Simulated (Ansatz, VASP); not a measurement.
# Cross-check of BN (Qingsongite) between VASP and Ansatz, part 2 of 2

Aim: how closely do two programs agree when they are given the same cell, functional and k mesh? The cell is taken from a series of VASP runs on this material, whose earlier steps may have relaxed, scaled or displaced it; both programs get it as it stands.

VASP 6.6.1 and Ansatz 0.2.0.

So far. Step 4 (Differences): The walks stopped with -0.03 GPa left in Ansatz and -0.01 GPa in VASP; each walk ends within a tolerance, so the volume difference is uncertain by about these residues over the bulk modulus, most in soft cells.

**5. VASP: band structure, r2SCAN-EpsX with an exact-exchange share of 0.218**

Level of this step: r2SCAN-EpsX, exact-exchange share 1/4.59; plane waves and PAW (N, B) (VASP).

Levels along a path test the potential and the projectors away from the mesh points. The cell compared in this pair holds 11.81 Å³, against 11.51 Å³ for the pair before.

The run reads the wave functions of an earlier VASP run, which isn't shown here.

The input, INCAR:

```
SYSTEM = BN
PREC = Accurate
ENCUT = 460
EDIFF = 1E-06
NELM = 100
ISMEAR = 0
SIGMA = 0.03
LREAL = .FALSE.
ALGO = Normal
LHFCALC = .TRUE.
AEXX = 0.218
METAGGA = R2SCAN
LASPH = .TRUE.
NBANDS = 10
PRECFOCK = Fast
HFRCUT = -1
LORBIT = 11
LWAVE = .FALSE.
LCHARG = .FALSE.
KPAR = 4
```

The input, POSCAR:

```
BN
1.0
    0.0000000000      1.8075000000      1.8075000000
    1.8075000000      0.0000000000      1.8075000000
    1.8075000000      1.8075000000      0.0000000000
N B
1 1
Direct
    0.7500000000      0.7500000000      0.7500000000
    0.0000000000      0.0000000000      0.0000000000
```

The input, KPOINTS:

```
Automatic mesh
0
Gamma
7 7 7
0 0 0
```

The input, KPOINTS_OPT:

```
Line mode
10
Line-mode
Reciprocal
  0.00000000   0.00000000   0.00000000 GAMMA
  0.50000000   0.00000000   0.50000000 X

  0.50000000   0.00000000   0.50000000 X
  0.50000000   0.25000000   0.75000000 W

  0.50000000   0.25000000   0.75000000 W
  0.37500000   0.37500000   0.75000000 K

  0.37500000   0.37500000   0.75000000 K
  0.00000000   0.00000000   0.00000000 GAMMA

  0.00000000   0.00000000   0.00000000 GAMMA
  0.50000000   0.50000000   0.50000000 L

  0.50000000   0.50000000   0.50000000 L
  0.62500000   0.25000000   0.62500000 U

  0.62500000   0.25000000   0.62500000 U
  0.50000000   0.25000000   0.75000000 W

  0.50000000   0.25000000   0.75000000 W
  0.50000000   0.50000000   0.50000000 L

  0.50000000   0.50000000   0.50000000 L
  0.37500000   0.37500000   0.75000000 K

  0.62500000   0.25000000   0.62500000 U
  0.50000000   0.00000000   0.50000000 X
```

Potentials, in the order of the species: N and B (PBE family, release 64).

Launch:

```
mpirun -np 4 vasp_std
```

Numbers of over 12 decimals in the logs are rounded to 6 here.

The program printed:

```text
[banner, memory and clock lines left out]
running    4 mpi-ranks, on    1 nodes
[...]
|                                                                             |
|               ----> ADVICE to this user running VASP <----                  |
|                                                                             |
|     You enforced a specific xc type in the INCAR file but a different       |
|     [... a line on the potential file left out ...]
|     I HOPE YOU KNOW WHAT YOU ARE DOING!                                     |
|                                                                             |

 LDA part: xc-table for (None), standard interpolation
 found WAVECAR, reading the header
 POSCAR, INCAR and KPOINTS ok, starting setup
[...]
HFRCUT set to (new)   9.889101
 reading WAVECAR
 the WAVECAR file was read successfully
 initial charge from wavefunction
 entering main loop
       N       E                     dE             d eps       ncg     rms          rms(c)
[...]
DAV:   6    -0.220822816148E+02    0.19845E-04   -0.21182E-05   434   0.389E-02    0.679E-02
DAV:   7    -0.220822767639E+02    0.48509E-05   -0.34914E-06   446   0.192E-02    0.389E-02
DAV:   8    -0.220822752534E+02    0.15105E-05   -0.62658E-07   302   0.966E-03    0.228E-02
DAV:   9    -0.220822748997E+02    0.35369E-06   -0.31941E-07   222   0.645E-03
   1 F= -.22082275E+02 E0= -.22082275E+02  d E =-.157650E-22
 Start KPOINTS_OPT (optional k-point list driver)
k-point batch [1-20\100]
       N       E                     dE             ncg
DAV:   1     0.116904692497E+03   -0.66235E+04      416
DAV:   2    -0.375947321405E+03   -0.49285E+03      464
DAV:   3    -0.387701550885E+03   -0.11754E+02      450
DAV:   4    -0.387766957836E+03   -0.65407E-01      452
DAV:   5    -0.387767048030E+03   -0.90193E-04      444
DAV:   6    -0.387767048135E+03   -0.10587E-06      436
[...]
k-point batch [81-100\100]
       N       E                     dE             ncg
DAV:   1    -0.671478804380E+01   -0.85806E+04      424
DAV:   2    -0.481096203519E+03   -0.47438E+03      442
DAV:   3    -0.490750394953E+03   -0.96542E+01      474
DAV:   4    -0.490802847522E+03   -0.52453E-01      464
DAV:   5    -0.490802930786E+03   -0.83264E-04      470
DAV:   6    -0.490802930863E+03   -0.76226E-07      466
```

Parts of OUTCAR (step 5):

```text
 POSITION                                       TOTAL-FORCE (eV/Angst)
 -----------------------------------------------------------------------------------
      2.71125      2.71125      2.71125        -0.000000     -0.000000     -0.000000
      0.00000      0.00000      0.00000         0.000000      0.000000      0.000000
 -----------------------------------------------------------------------------------
    total drift:                               -0.000001      0.000000     -0.000001

  FREE ENERGIE OF THE ION-ELECTRON SYSTEM (eV)
  ---------------------------------------------------
  free  energy   TOTEN  =       -22.0822748997 eV

  energy  without entropy=      -22.0822748997  energy(sigma->0) =      -22.08227490

[... 3 further parts left out ...]
[key lines of the parts left out:]
E-fermi :   6.4354
```

**6. Ansatz: band structure, r2SCAN-EpsX with an exact-exchange share of 0.218**

The same cell, functional, mesh and smearing now go to Ansatz, which takes its cutoff from its data sets.

The cell is taken from a series of VASP runs on this material, whose earlier steps may have relaxed, scaled or displaced it; both programs get it as it stands.

The input, input.yaml:

```yaml
crystal:
  lattice:
    - [0.0, 1.8075, 1.8075]
    - [1.8075, 0.0, 1.8075]
    - [1.8075, 1.8075, 0.0]
  atoms:
    - { symbol: "N", position: [0.75, 0.75, 0.75] }
    - { symbol: B, position: [0.0, 0.0, 0.0] }
hamiltonian:
  xc: { exchange: r2scan, correlation: r2scan, exx: { coeff: 0.218 } }
  pseudopotentials: { kind: paw }
kpoints:
  mp_grid: { grid: [7, 7, 7] }
  band_path:
    path:
      - [0.0, 0.0, 0.0]
      - [0.5, 0.0, 0.5]
      - [0.5, 0.22222, 0.72222]
      - [0.40278, 0.34722, 0.75]
      - [0.125, 0.125, 0.25]
      - [0.27778, 0.27778, 0.27778]
      - [0.55556, 0.38889, 0.55556]
      - [0.58333, 0.25, 0.66667]
      - [0.5, 0.30556, 0.69444]
      - [0.48611, 0.48611, 0.52778]
      - [0.625, 0.25, 0.625]
      - [0.5, 0.0, 0.5]
    npoints: 1
scf:
  occupations: { method: gaussian, width: 0.03 }
  n_extra_bands: 7
output:
  forces: true
  stress: true
  eigenvalues: true
```

Launch:

```
ansatz run input.yaml --threads 4 --pin off --max-ram 9216MiB --backend cpu --events-out ev --progress --plain --runs-dir out
```

The program printed:

```text
[...]
P = ⅓ Tr σ = -7.4707 GPa (-74.707 kbar)
--- Band table (eV; the first three rows and the last of 20) ---
  k-point 0: bands = [-12.6184, 9.9969, 9.9969, 9.9969, 21.4941, 21.4941, 21.4941, 22.9970, ... 3 higher]
  k-point 1: bands = [-12.0799, 7.3991, 9.4760, 9.4760, 21.8965, 22.2818, 22.2818, 24.7011, ... 3 higher]
  k-point 2: bands = [-10.5436, 2.7412, 8.5383, 8.5383, 22.3623, 23.3382, 23.3382, 27.2242, ... 3 higher]
  k-point 19: bands = [-6.4614, 1.1570, 1.7977, 4.4252, 21.3736, 26.1305, 27.8122, 29.1397, ... 3 higher]
[key lines of the parts left out:]
Free energy (F): -543.838195 eV
Fermi energy:    13.454290 eV
```

The job ended after 6.9 s (4 threads of Intel Xeon 6975P-C (Granite Rapids), shared host; peak memory 0.7 GiB; 25 s of CPU time).

**7. Side by side**

What differs besides the data sets and the points named for the pairs above, as far as they apply: exact exchange at q = 0 is treated differently, which shows on coarse meshes; VASP keeps PBE cores, Ansatz makes them for the functional; the cutoff is 500 eV in Ansatz and 460 eV in VASP; VASP takes a coarser grid for exact exchange (PRECFOCK = Fast). Total energies have different zeros and are not compared.

Compared:

```csv
quantity,Ansatz,VASP,difference
gap over the path points (eV),6.637,6.611,+0.025
```

Levels at points of the path, from each program's valence-band top (eV; 3 filled, then empty):

```csv
k (reciprocal lattice),Ansatz,VASP
0.000 0.000 0.000,0.00 0.00 0.00 11.50 11.50 11.50,0.00 0.00 0.00 11.45 11.45 11.45
0.500 0.000 0.500,-9.96 -5.40 -5.40 6.64 11.62 21.73,-9.98 -5.42 -5.42 6.61 11.60 21.71
0.500 0.222 0.722,-8.65 -7.51 -7.02 11.89 16.61 16.74,-8.67 -7.53 -7.04 11.88 16.59 16.72
0.403 0.347 0.750,-9.06 -8.33 -4.74 9.57 15.75 18.85,-9.07 -8.34 -4.75 9.55 15.74 18.82
0.125 0.125 0.250,-3.81 -2.34 -0.48 12.44 12.50 13.32,-3.82 -2.35 -0.49 12.39 12.48 13.29
0.278 0.278 0.278,-7.00 -1.41 -1.41 12.34 13.31 13.31,-7.01 -1.42 -1.42 12.34 13.27 13.27
0.556 0.389 0.556,-11.15 -4.45 -2.97 11.71 15.11 15.38,-11.16 -4.46 -2.98 11.68 15.11 15.35
0.583 0.250 0.667,-9.01 -8.26 -5.02 9.94 15.81 18.46,-9.02 -8.28 -5.03 9.92 15.80 18.44
0.500 0.306 0.694,-9.28 -7.43 -5.74 12.12 15.25 18.06,-9.29 -7.44 -5.76 12.11 15.23 18.05
0.486 0.486 0.528,-11.77 -2.32 -2.20 12.82 13.40 13.62,-11.78 -2.32 -2.21 12.82 13.36 13.58
```

Among the levels compared at these points, filled levels agree within 20 meV and empty ones within 44 meV.

**8. Results**

| Property | Result |
| --- | --- |
| difference in volume (relaxation of cell and atoms, LDA) | -0.25 % |
| difference in gap over the path points (band structure, r2SCAN-EpsX with an exact-exchange share of 0.218) | 0.025 eV |

What this shows: The difference in gap over the path points is 0.025 eV (band structure, r2SCAN-EpsX with an exact-exchange share of 0.218), within the 0.08 eV picked in this series as the mark of a large difference. How closely two codes agree says nothing of how well the functional describes the real material.

[Lines on the potential files, build, host, timing and source positions are cut from VASP's logs without a mark.]

[Logs are printed without paths, hosts, clocks, repeated set-up lines and the standing remarks that a program may print on its own settings, such as how far it seeks lower states.]

[Hosts, paths, dates, database ids (printed as entryN), source tags and the programs' standing remarks are cut or masked in the printed files.]
